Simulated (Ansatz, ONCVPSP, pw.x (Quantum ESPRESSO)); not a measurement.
# From atom to crystal: ONCV potential for Zr

- Element: zirconium
- Generator: ONCVPSP 4.0.1.1 (patched build)
- Type: optimised norm-conserving Vanderbilt (ONCV)
- Functional: PBEsol
- Relativity: scalar-relativistic
- Frozen core: [Ar] 3d10
- Valence charge: 12
- Reference configuration: 4s2 4p6 4d2 (charge +2)
- Partial waves: 4s: rc 2.05 bohr, ncon 4, nbas 7, qcut 7.5 1/bohr, 3 projectors, debl 2.4 Ha; 4p: rc 1.65 bohr, ncon 4, nbas 7, qcut 7.5 1/bohr, 2 projectors, debl 0.7 Ha; 4d: rc 2.15 bohr, ncon 4, nbas 9, qcut 6.6 1/bohr, 2 projectors, debl 1.6 Ha
- Local potential: polynomial inside 1.15 bohr (lpopt 5, dvloc0 2 Ha)
- Core correction: Teter function fitted to the true core (icmod 2), fcfact 0.7

In the s channel the program set the typed energies aside and used -2.533, 0.050, 2.450 Ha. In the p channel the program set the typed energies aside and used -1.723, 0.250 Ha.

Crystal test: bcc Zr in pw.x 7.5, no spin, 13³ k-points, Fermi–Dirac smearing 0.01 Ry, cutoffs 60/240 Ry. The reference is all-electron LAPW (Ansatz 0.2.0) with the same functional, mesh and smearing; V0 and B0 come from Birch–Murnaghan fits to the pressures at five volumes. Errors are pseudo minus all-electron; Δ is the rms difference of the E(V) curves that follow from these fits, minima aligned, over ±6 % about the mean V0. Mesh and smearing are coarse, so the numbers serve the comparison and aren't converged zero-temperature values; the lattice is a test structure that the element need not adopt.

All-electron: a0 = 3.529 Å (V0 = 21.97 Å³/atom), B0 = 92.2 GPa.

Problem. How far does the potential miss the all-electron equation of state?

Solution. mean pressure error (GPa): +0.02; a0 (Å): 3.529; a0 error (%): +0.01; B0 error (%): +0.0; Δ (meV/atom): 0.1.

| V (Å³/atom) | P all-electron (GPa) | P pseudo (GPa) |
| --- | --- | --- |
| 21.067 | 4.13 | 4.15 |
| 21.622 | 1.50 | 1.52 |
| 22.176 | -0.86 | -0.84 |
| 22.730 | -2.98 | -2.96 |
| 23.285 | -4.88 | -4.87 |

Problem. At the middle volume, how do free energy and pressure move when the wave cutoff is lowered (ecutrho kept at four times it)?

Solution.

```json
{"cutoff (Ry)": "27", "shift of F (meV/atom)": "+1161.0", "shift of P (GPa)": "-20.48"}
{"cutoff (Ry)": "36", "shift of F (meV/atom)": "+279.6", "shift of P (GPa)": "-9.07"}
{"cutoff (Ry)": "48", "shift of F (meV/atom)": "+16.2", "shift of P (GPa)": "-1.17"}
```

The run at the middle volume (84 k-points, 9 iterations) took about 33 s on one core of a shared host (Neoverse-N1, 64 threads, 124 GiB, load 62).
